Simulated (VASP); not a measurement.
Runs of VASP 6.6.1 on Cl. Symmetry: Cmce, No. 64, orthorhombic system. Conventional cell: a = 6.290 Å, b = 4.500 Å, c = 8.210 Å, α = 90.00°, β = 90.00°, γ = 90.00°. Cl (site symmetry m) has 1 Cl at 2.02 Å as nearest neighbours. 

```csv
task,level,cell,k mesh,cutoff (eV),smearing,ladder,grid for exact exchange (PRECFOCK),screening parameter,exchange at q = 0,gap on the mesh (eV),pressure (GPa),relaxed volume (Å³/atom),largest force (eV/Å)
relaxation of cell and atoms,PBE,relaxed,6 × 6 × 4,600,gaussian 0.02 eV,gaps,-,-,-,(a),0.0,35.20,-
relaxation of cell and atoms,PBE+D3(BJ),relaxed,6 × 6 × 4,600,gaussian 0.02 eV,gaps,-,-,-,2.35,0.0,27.21,0.01
single point,PBEsol,as given,7 × 7 × 4,520,fermi-dirac 0.05 eV,free,-,-,-,2.48,-1.2,-,(b)
band structure,HSE06,as given,6 × 6 × 2,520,gaussian 0.02 eV,gaps,Fast,0.2 1/A,-,4.17,-0.9,-,(c)
band structure,PBE0,as given,6 × 6 × 2,520,gaussian 0.02 eV,gaps,Fast,-,truncated,(d),-1.0,-,0.86
```

Alike in all rows: potentials or basis VASP PAW PBE potentials, release 64 (Cl); no spin polarisation.

Fill in the values left out.

(a) 2.41; (b) 0.31; (c) 0.84; (d) 4.93.

Caveats: the PAW data sets were made with another functional, which shifts forces and pressure a little (some runs); the volume moved by over 15 % at a fixed basis, so the end points are rough (some runs); the volume moved by +21 % from the deposited cell, more than functionals usually miss (some runs); an odd mesh through Γ misses points on the zone boundary, where band edges often lie (some runs).

Not every run made on this cell is shown here.
